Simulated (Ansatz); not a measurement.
The system is HgTe.

```
CELL_PARAMETERS angstrom
0.00000 3.18000 3.18000
3.18000 0.00000 3.18000
3.18000 3.18000 0.00000
ATOMIC_POSITIONS crystal
Hg 0.00000 0.00000 0.00000
Te 0.50000 0.50000 0.50000
```

Measurements of this composition are mostly on another form, of space group No. 216.

```yaml
Program: Ansatz 0.2.0
Task: relaxation of cell and atoms
Functional: RPBE
Potentials_or_basis: Ansatz PAW earlier set
Cutoff: "690 eV (not typed: the program's choice for these potentials)"
k_mesh: 7 × 7 × 7
Occupations: fermi-dirac, width 0.025 eV
Spin: no spin polarisation
```

At the start: volume 32.16 Å³/atom.

Problem. How do energy, volume and symmetry change on relaxing?

Solution. It ends after 4 steps and the volume is 30.18 Å³/atom (-6.1 %); space group Fm-3m (No. 225, to 0.05 Å).

The path:
| step | energy change (eV) | largest force (eV/Å) | volume (Å³) |
| --- | --- | --- | --- |
| 1 | 0.0000 | 0.0000 | 64.31 |
| 2 | -0.0270 | 0.0000 | 60.53 |
| 3 | -0.0271 | 0.0000 | 60.36 |
| 4 | -0.0269 | 0.0000 | 60.36 |

Final structure:
```
CELL_PARAMETERS angstrom
0.00000 3.11344 3.11344
3.11344 0.00000 3.11344
3.11344 3.11344 0.00000
ATOMIC_POSITIONS crystal
Hg 0.00000 0.00000 0.00000
Te 0.50000 0.50000 0.50000
```

Caveat: the plane-wave basis is chosen anew once the cell has moved, so the energies of steps on either side of that aren't comparable; the PAW data sets come from PBE, with cores solved anew for the run's functional, which leaves a small shift of forces and pressure.
